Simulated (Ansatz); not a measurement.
# Hf3N4: Hf-179 nuclear quadrupole resonance

Cell: a COD entry, ions relaxed with PBE at fixed cell.

Space group I-43d (No. 220); a = 6.7010 Å.

| site | Wyckoff | site symmetry | x | y | z |
| --- | --- | --- | --- | --- | --- |
| Hf | 12a | -4.. | 0.3750 | 0.0000 | 0.2500 |
| N | 16c | .3. | 0.0678 | 0.0678 | 0.0678 |

One atom of each set is listed; the run and its k-mesh use a cell of 14 atoms with edges of 5.80, 5.80, 5.80 Å.

Computed with Ansatz: DFT, LDA, plane waves and PAW, scalar-relativistic, 420 eV cutoff, Γ-centred 6×6×6 k-points, Fermi–Dirac smearing 0.02 eV.

Hf-179: I = 9/2, Q = 3793 mb (year-2017 value). Static lattice, zero field.

Q: The simulated lines lie at 100.4, 200.8, 301.3, 401.7 MHz. What are |C_Q|, η and |V_zz| at Hf?

A: For I = 9/2 and η = 0 the lines are |C_Q|/24 times 1, 2, 3 and 4; η shifts the lowest up most. Here |C_Q| = 2410 MHz, η = 0.00 and |V_zz| = 26.3 × 10²¹ V/m². The calculation gives V_zz positive; the lines don't show the sign. The site has 8 N at 2.21–2.44 Å.

An axis of threefold or higher order runs through Hf, so V_zz lies along it and η is zero.

At this cell the LDA pressure is -12 GPa, so with LDA the cell would shrink if it were relaxed. Without spin–orbit coupling the gradients at and beside Hf can be off by some per cent, at some sites by more.
